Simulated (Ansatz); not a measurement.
## Te2Mo (P6_3/mmc), one atom moved over a plane

These are results of DFT PBE, scalar-relativistic, plane waves, PAW (Ansatz), not measurements. The runs took a 420 eV cutoff, a Γ-centred 12×12×2 mesh and Gaussian smearing (0.05 eV). No spin polarisation. Energies are free energies at this smearing, counted from the undisturbed cell; pressure is positive in compression.

Reference structure (relaxed at this level):

```
CELL_PARAMETERS angstrom
3.55707 0.00000 0.00000
-1.77853 3.08051 0.00000
0.00000 0.00000 15.20472
ATOMIC_POSITIONS crystal
Te 0.33333 0.66667 0.63109
Te 0.66667 0.33333 0.13109
Te 0.33333 0.66667 0.86891
Te 0.66667 0.33333 0.36891
Mo 0.33333 0.66667 0.25000
Mo 0.66667 0.33333 0.75000
```

The cell holds layers and no dispersion correction was added, so their binding is poorly described.

Atom 1 (Te) is moved by p along (0.000, 1.000, 0.000) and q along (0.000, 0.000, 1.000) (Å), all else fixed. Points are written (p, q).

Energy above the undisturbed cell in eV/cell (a dash: not computed):

```csv
p \ q,-0.300,-0.150,0.000,0.150,0.300
-0.300,?,0.29,0.25,0.49,1.13
-0.150,0.44,–,0.07,–,0.79
0.000,0.40,0.12,0.00,0.15,?
0.150,0.44,–,0.08,–,0.82
0.300,?,–,0.33,–,?
```

Question: Fill in the withheld energies.

Answer: (-0.300, -0.300): 0.53; (0.000, 0.300): 0.67; (0.300, -0.300): 0.55; (0.300, 0.300): 1.34.

Cost: 19 runs of about 9.5 core-minutes in all, on Intel Xeon 6975P-C (Granite Rapids) (shared hosts).